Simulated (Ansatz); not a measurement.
# NaI (model cell, started as CsCl type): following an unstable mode, part 2 of 3

Which phase does NaI (model cell, started as CsCl type) fall into along its unstable mode, and how much energy does it gain?

Ansatz 0.2.0; DFT PBEsol, scalar-relativistic, plane waves, PAW.

So far, highest frequency on the path or at a solved wavevector (cm⁻¹): step 2 (phonons on a q mesh) 166. Also lowest frequency on the path (cm⁻¹): step 2 -50.5.

The structure was built from a prototype and need not be the compound's stable phase.

## (5) Energy along the mode, all amplitudes (two of the runs are shown above)

An imaginary frequency means negative curvature, so the energy should fall and then rise again as anharmonic terms take over.

Numbers from this step:

```yaml
depth_at_the_lowest_point_sampled: 41.47 meV/atom
largest_atomic_shift_at_that_point: 0.6 Å
```

Table of energy from the parent by largest atomic shift:

| largest atomic shift (Å) | energy from the parent (meV/atom) |
| --- | --- |
| 0.000 | 0 |
| 0.040 | -0.476 |
| 0.080 | -1.88 |
| 0.140 | -5.52 |
| 0.220 | -12.5 |
| 0.320 | -22.9 |
| 0.450 | -34.9 |
| 0.600 | -41.5 |

Displacement at unit largest shift by atom:

| atom | x (Å) | y (Å) | z (Å) | size |
| --- | --- | --- | --- | --- |
| Na1 | 0.00 | 0.00 | 0.00 | 0.00 |
| Na2 | 0.00 | 0.00 | 0.00 | 0.00 |
| I3 | 1.00 | 0.00 | 0.00 | 1.00 |
| I4 | -1.00 | 0.00 | 0.00 | 1.00 |

The lowest of the steps tried is the last one, at 0.6 Å, 41.5 meV/atom below the parent; the bottom of the well need not coincide with a step.

## (6) Relaxation from the frozen mode

Starting from the lowest point found, all atoms and the cell are let go, so that strain and other modes of the same symmetry can join in.

The input, input.yaml:

```yaml
crystal:
  lattice:
    - [-3.987300671, 0.0, 0.0]
    - [0.0, -3.987300671, -3.987300671]
    - [0.0, -3.987300671, 3.987300671]
  atoms:
    - { symbol: Na, position: [0.0, 0.5, 0.5] }
    - { symbol: Na, position: [0.0, 1.0, 1.0] }
    - { symbol: I, position: [0.3495222584, 0.0, 0.5] }
    - { symbol: I, position: [0.6504777416, 0.5, 0.0] }
kpoints:
  mp_grid: { grid: [6, 4, 4] }
hamiltonian:
  xc: pbesol
scf:
  occupations: { method: fixed }
output:
  forces: true
  stress: true
  eigenvalues: true
relax:
  adjacent_minimum: "off"
  f_tol: 0.002
  max_steps: 120
  cell: { stress_tol: 0.03 }
```

Started as:

```bash
> ansatz run input.yaml --threads 4 --pin off --max-ram 7168MiB --backend cpu --events-out ev --progress --plain --runs-dir out
```

Numbers of over 12 decimals in the logs are rounded to 6 here.

The log of the run:

```text
[...]
Crystal: 4 atoms, lattice volume = 126.785 Å³
Basis set: ecut = 420 eV, 2465 PW (Γ), exchange–correlation on 54×80×80 points (8 copies of the dense FFT grid, shifted against one another)
Bands: 32, of which v1, the nominal top of the filled ones, is band 26 counted from 1 (25 counted from 0)
Symmetry: 16 space group operations
[...]
k-points: 24 of 96
[...]
SCF iter   1: F=—  HF=-17820.985423 eV  |F-HF|=—  |Δ(HF+E_count)|=         —  Δρ=1.89e-3  dr2=2.60e-3  ethr=1.77e-3  ⟨swp⟩=5.1  Hψ=2635  notcnv=0  defer=93
[...]
SCF iter   6: F=-17820.981571 eV  HF=-17820.981571 eV  |F-HF|=1.11e-8  |Δ(HF+E_count)|=   5.13e-7  Δρ=4.67e-6  dr2=2.49e-8  ethr=1.92e-10  ⟨swp⟩=12.4  Hψ=4819  notcnv=0
SCF 1 converged in 6 iterations: F = -17820.981571 eV  dr2 = 2.49e-8
[...]
relax step   1: F+E_penalty+E_count = -17820.98157134 eV  Δ(F+E_penalty+E_count) = +0.000e0 eV  max|allowed force component| = 1.805e-2 eV/Å  Δτ_max = 0.0000 Å  P = +0.521 GPa  Ω = 126.785 Å³  (6 SCF iters, dr2 threshold 1.00e-7 eV, accepted)
Crystal: 4 atoms, lattice volume = 129.095 Å³
Basis set: ecut = 420 eV, 2521 PW (Γ), exchange–correlation on 54×80×80 points (8 copies of the dense FFT grid, shifted against one another)
[...]
iter 1 solved again at ethr=3.24e-6 eV; its pass at ethr=3.10e-3 eV (dr2=1.69e-3 eV) is discarded
[...]
SCF iter   5: F=-17821.024023 eV  HF=-17821.024023 eV  |F-HF|=9.45e-9  |Δ(HF+E_count)|=   1.51e-6  Δρ=6.75e-6  dr2=8.74e-8  ethr=7.69e-10  ⟨swp⟩=12.3  Hψ=4172  notcnv=0
SCF 2 converged in 5 iterations: F = -17821.024023 eV  dr2 = 8.74e-8
relax step   2: F+E_penalty+E_count = -17821.02402290 eV  Δ(F+E_penalty+E_count) = -4.245e-2 eV  max|allowed force component| = 6.630e-2 eV/Å  Δτ_max = 0.0031 Å  P = +0.233 GPa  Ω = 129.095 Å³  energy of the carried Pulay correction = -2.013e-4 eV  (5 SCF iters, dr2 threshold 4.00e-7 eV, accepted)
Crystal: 4 atoms, lattice volume = 131.840 Å³
Basis set: ecut = 420 eV, 2523 PW (Γ), exchange–correlation on 54×80×80 points (8 copies of the dense FFT grid, shifted against one another)
[...]
SCF iter   5: F=-17821.043272 eV  HF=-17821.043272 eV  |F-HF|=6.69e-8  |Δ(HF+E_count)|=   1.02e-6  Δρ=9.27e-6  dr2=9.92e-8  ethr=7.69e-10  ⟨swp⟩=12.0  Hψ=4643  notcnv=0
SCF 3 converged in 5 iterations: F = -17821.043272 eV  dr2 = 9.92e-8
relax step   3: F+E_penalty+E_count = -17821.04327238 eV  Δ(F+E_penalty+E_count) = -1.925e-2 eV  max|allowed force component| = 2.258e-2 eV/Å  Δτ_max = 0.0706 Å  P = +0.175 GPa  Ω = 131.840 Å³  energy of the carried Pulay correction = -4.358e-4 eV  (5 SCF iters, dr2 threshold 4.00e-7 eV, accepted)
[...]
relax step   4: F+E_penalty+E_count = -17821.04639808 eV  Δ(F+E_penalty+E_count) = -3.126e-3 eV  max|allowed force component| = 2.547e-2 eV/Å  Δτ_max = 0.0539 Å  P = -0.216 GPa  Ω = 137.468 Å³  energy of the carried Pulay correction = -9.013e-4 eV  (5 SCF iters, dr2 threshold 3.39e-7 eV, accepted)
[...]
relax step   5: F+E_penalty+E_count = -17821.04798288 eV  Δ(F+E_penalty+E_count) = -1.585e-3 eV  max|allowed force component| = 4.142e-3 eV/Å  Δτ_max = 0.0043 Å  P = +0.007 GPa  Ω = 135.614 Å³  energy of the carried Pulay correction = -7.502e-4 eV  (5 SCF iters, dr2 threshold 1.60e-7 eV, accepted)
[...]
relax step   6: F+E_penalty+E_count = -17821.04801757 eV  Δ(F+E_penalty+E_count) = -3.469e-5 eV  max|allowed force component| = 1.454e-4 eV/Å  Δτ_max = 0.0041 Å  P = -0.000 GPa  Ω = 135.500 Å³  energy of the carried Pulay correction = -7.408e-4 eV  (5 SCF iters, dr2 threshold 1.07e-9 eV, accepted)
[...]
relax step   7: F+E_penalty+E_count = -17821.04908812 eV  Δ(F+E_penalty+E_count) = -1.071e-3 eV  max|allowed force component| = 1.442e-4 eV/Å  Δτ_max = 0.0000 Å  P = +0.014 GPa  Ω = 135.500 Å³  stress off target by 3.44e-2 GPa  SCF on the basis re-selected at this cell (its energy is not comparable with the rows above)  (8 SCF iters)
[...]
relax step   8: F+E_penalty+E_count = -17821.04910051 eV  Δ(F+E_penalty+E_count) = -1.240e-5 eV  max|allowed force component| = 1.164e-4 eV/Å  Δτ_max = 0.0029 Å  P = +0.001 GPa  Ω = 135.781 Å³  energy of the carried Pulay correction = -2.322e-5 eV  (5 SCF iters, dr2 threshold 2.96e-9 eV, accepted)
[...]
SCF iter   1: F=—  HF=-17821.049012 eV  |F-HF|=—  |Δ(HF+E_count)|=         —  Δρ=8.77e-5  dr2=2.33e-7  ethr=2.42e-6  ⟨swp⟩=2.9  Hψ=4357  notcnv=0  defer=96
eigensolver tolerance schedule: the retry pair's looser diagonalisation over-reported the residual by 5412.31 of it (diagonalisation noise at an unbounded share of the residual, at the tolerance the schedule requests for it); recorded, not acted on — ethr = c·dr2/N_el stays at c = 1.0e-1
[...]
SCF iter   2: F=—  HF=-17821.049088 eV  |F-HF|=—  |Δ(HF+E_count)|=   7.61e-5  Δρ=4.42e-5  dr2=6.29e-8  ethr=4.48e-10  ⟨swp⟩=3.0  Hψ=1624  notcnv=0  defer=96
[...]
SCF iter   6: F=-17821.049128 eV  HF=-17821.049128 eV  |F-HF|=1.09e-11  |Δ(HF+E_count)|=  2.91e-11  Δρ=3.83e-8  dr2=2.30e-12  ethr=1.00e-12  ⟨swp⟩=13.6  Hψ=5305  notcnv=0
SCF 9 converged in 6 iterations: F = -17821.049128 eV  dr2 = 2.30e-12
relax step   9: F+E_penalty+E_count = -17821.04912838 eV  Δ(F+E_penalty+E_count) = -2.786e-5 eV  max|allowed force component| = 1.260e-4 eV/Å  Δτ_max = 0.0000 Å  P = +0.000 GPa  Ω = 135.781 Å³  stress off target by 5.65e-3 GPa  SCF on the basis re-selected at this cell (its energy is not comparable with the rows above)  (6 SCF iters)
[...]
SCF converged after 6 iterations
Free energy (F): -17821.049128 eV
[...]
Internal energy: -17821.049128 eV  (E = F + TS)
E sigma→0 (E₀):  -17821.049128 eV
Fermi energy:    3.220817 eV
[...]
--- Forces (eV/Å), atoms counted from 1 ---
  atom   1  Na    -0.00000000    -0.00000000    -0.00000000
  atom   2  Na     0.00000000     0.00000000     0.00000000
  atom   3  I     -0.00012598    -0.00000000     0.00000000
  atom   4  I      0.00012598     0.00000000    -0.00000000
  max |Σ_I F_I| component: 8.67e-19 eV/Å
--- Stress (GPa, compression-positive) ---
        0.005653      -0.000000       0.000000
       -0.000000      -0.002271       0.000000
        0.000000       0.000000      -0.002271
  P = ⅓ Tr σ = 0.0004 GPa (0.004 kbar)
--- Band table (eV; the first three rows and the last of 24) ---
  k-point 0: bands = [... 22 lower, 2.6704, 2.8664, 2.8664, 3.2208, 6.3190, 7.0634, 8.7250, 9.7367, ... 2 higher]
  k-point 1: bands = [... 22 lower, 2.2963, 2.5800, 2.7744, 3.1626, 7.2611, 7.7539, 8.8543, 10.0831, ... 2 higher]
  k-point 2: bands = [... 22 lower, 1.9956, 1.9956, 2.9840, 2.9840, 8.6423, 8.6423, 9.1589, 9.1589, ... 2 higher]
  k-point 23: bands = [... 22 lower, 1.4989, 1.4989, 2.3054, 2.3054, 8.7118, 8.7118, 10.2926, 10.2926, ... 2 higher]
--- Relaxed structure (7 steps of the walk, 7 accepted, 2 SCFs on fresh bases) ---
  F+E_penalty+E_count = -17821.04912838 eV   max|allowed force component| = 1.260e-4 eV/Å   (the final SCF, on the basis selected at the relaxed cell)
  cell:  # Å, volume = 135.7814 Å³
    - [-4.372211, 0, 0]
    - [0, -3.940529, -3.940529]
    - [0, -3.940529, 3.940529]
  atoms:
    - { symbol: Na, position: [7.341673245265185e-19, 0.5, 0.5] }
    - { symbol: Na, position: [7.341673245265185e-19, 1.0, 1.0] }
    - { symbol: I, position: [0.318296, 0.0, 0.5] }
    - { symbol: I, position: [0.681704, 0.5, 0.0] }
```

The job ended after 12 s (4 threads of Intel Xeon Platinum 8375C at 2.90GHz (Ice Lake), shared host; peak memory 0.55 GiB; 42 s of CPU time).

The steps of the relaxation:

| step | energy less that of the first step (eV) | largest force component (eV/Å) | pressure (GPa) | volume (Å³) |
| --- | --- | --- | --- | --- |
| 1 | 0.0000 | 0.0180 | 0.52 | 126.78 |
| 2 | -0.0425 | 0.0663 | 0.23 | 129.10 |
| 3 | -0.0617 | 0.0226 | 0.18 | 131.84 |
| 4 | -0.0648 | 0.0255 | -0.22 | 137.47 |
| 5 | -0.0664 | 0.0041 | 0.01 | 135.61 |
| 6 | -0.0664 | 0.0001 | 0.00 | 135.50 |
| 7* | -0.0675 | 0.0001 | 0.01 | 135.50 |
| 8 | -0.0675 | 0.0001 | 0.00 | 135.78 |
| 9* | -0.0676 | 0.0001 | 0.00 | 135.78 |

Relaxation steps marked * repeat the geometry before them on a plane-wave basis chosen anew for their cell, so energy and pressure can jump there.

The run keeps the 16 symmetry operations that it works with, so distortions that break them were not tested.

| cell as run | before | after | change |
| --- | --- | --- | --- |
| a (Å) | 3.987 | 4.372 | +9.7 % |
| b (Å) | 5.639 | 5.573 | -1.2 % |
| c (Å) | 5.639 | 5.573 | -1.2 % |
| volume (Å³/atom) | 31.70 | 33.95 | +7.1 % |

The atoms that moved most (Å, as changes of fractional coordinates times the final cell):

| atom | dx | dy | dz | length |
| --- | --- | --- | --- | --- |
| I4 | -0.137 | 0.000 | 0.000 | 0.137 |
| I3 | 0.137 | 0.000 | 0.000 | 0.137 |

This step gave:

```
pressure          : 3.70e-4 GPa
gap on the k-mesh : 3.098 eV
volume per atom   : 33.95 Å³
```

The distorted start has space group P4/nmm; the relaxation ends in P4/nmm.

## (7) The new phase in its own primitive cell

The relaxed structure is symmetrised, reduced to its primitive cell and relaxed tightly, as its phonons need.

input.yaml, the sections that differ from step 6:

```yaml
crystal:
  lattice:
    - [5.5727499761, 0.0, 0.0]
    - [0.0, 5.5727499761, 0.0]
    - [0.0, 0.0, 4.3722106501]
  atoms:
    - { symbol: Na, position: [0.5, 0.5, 0.0] }
    - { symbol: Na, position: [0.0, 0.0, 0.0] }
    - { symbol: I, position: [0.0, 0.5, 0.3182964184] }
    - { symbol: I, position: [0.5, 0.0, 0.6817035816] }
kpoints:
  mp_grid: { grid: [4, 4, 6] }
relax:
  adjacent_minimum: "off"
  f_tol: 0.001
  max_steps: 60
  cell: { stress_tol: 0.01 }
# hamiltonian, scf, output: as in step 6
```

The log of the run:

```text
[...]
Crystal: 4 atoms, lattice volume = 135.781 Å³
Basis set: ecut = 420 eV, 2659 PW (Γ), exchange–correlation on 80×80×60 points (8 copies of the dense FFT grid, shifted against one another)
Bands: 32, of which v1, the nominal top of the filled ones, is band 26 counted from 1 (25 counted from 0)
Symmetry: 16 space group operations
[...]
k-points: 24 of 96
[...]
--- Relaxed structure (1 steps of the walk, 1 accepted, 1 SCFs on fresh bases) ---
[...]
cell:  # Å, volume = 135.7814 Å³
    - [5.5727499761, 0.0, 0.0]
    - [0.0, 5.5727499761, 0.0]
    - [0.0, 0.0, 4.3722106501]
  atoms:
    - { symbol: Na, position: [0.5, 0.5, 0.0] }
    - { symbol: Na, position: [0.0, 0.0, 0.0] }
    - { symbol: I, position: [0.0, 0.5, 0.318296] }
    - { symbol: I, position: [0.5, 0.0, 0.6817035816] }
[key lines of the parts left out:]
SCF converged after 8 iterations
Free energy (F): -17821.049128 eV
Fermi energy:    3.220817 eV
P = ⅓ Tr σ = 0.0004 GPa (0.004 kbar)
```

Wall time 2.7 s (4 threads); peak memory 0.55 GiB.

Little changed from the start: no atom moved by 0.005 Å and no cell edge by 0.1 %.

This step gave:

```
pressure           : 3.71e-4 GPa
direct gap on mesh : 3.098 eV
```

The largest force component left is 0.13 meV/Å and the pressure is 0.000 GPa, within the tolerances set. The cell now holds 33.95 Å³/atom.

(Continued in part 3 of 3.)

[Logs are printed without paths, hosts, clocks, repeated set-up lines and the standing remarks that a program may print on its own settings, such as how far it seeks lower states.]

[Hosts, paths, dates, database ids (printed as entryN), source tags and the programs' standing remarks are cut or masked in the printed files.]
